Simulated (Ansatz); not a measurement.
# Bi in Ansatz: the effect of functional

The system is Bi.

```xyz
2
Lattice="3.1723 0.0000 0.0000 0.0000 3.1559 0.0000 -0.0788 0.0000 6.3123" Properties=species:S:1:pos:R:3 pbc="T T T"
Bi    1.6674    0.0000    4.7316
Bi    1.4260    0.0000    1.5808
```

This isn't the form of Bi at room conditions, which is rhombohedral.

The cell isn't the ideal one: volume scaled by 0.94.

Alike in all runs:

```yaml
Program: Ansatz 0.2.0
Task: single point
Potentials_or_basis: Ansatz PAW
k_mesh: 8 × 8 × 4
Occupations: fermi-dirac, width 0.05 eV
Spin: no spin polarisation
```

```tsv
functional	cutoff	pressure (GPa)	largest force (eV/Å)
LDA	420 eV (not typed: the program's choice for these potentials)	1.8	0.01
PBEsol	420 eV (not typed: the program's choice for these potentials)	?	?
r2SCAN	500 eV (not typed: the program's choice for these potentials)	5.2	0.02
```

Question: What does the run with functional PBEsol give?

Answer: Pressure 3.3 GPa; largest force 0.02 eV/Å.

Caveats: the PAW data sets come from PBE, with cores solved anew for the run's functional, which leaves a small shift of forces and pressure.
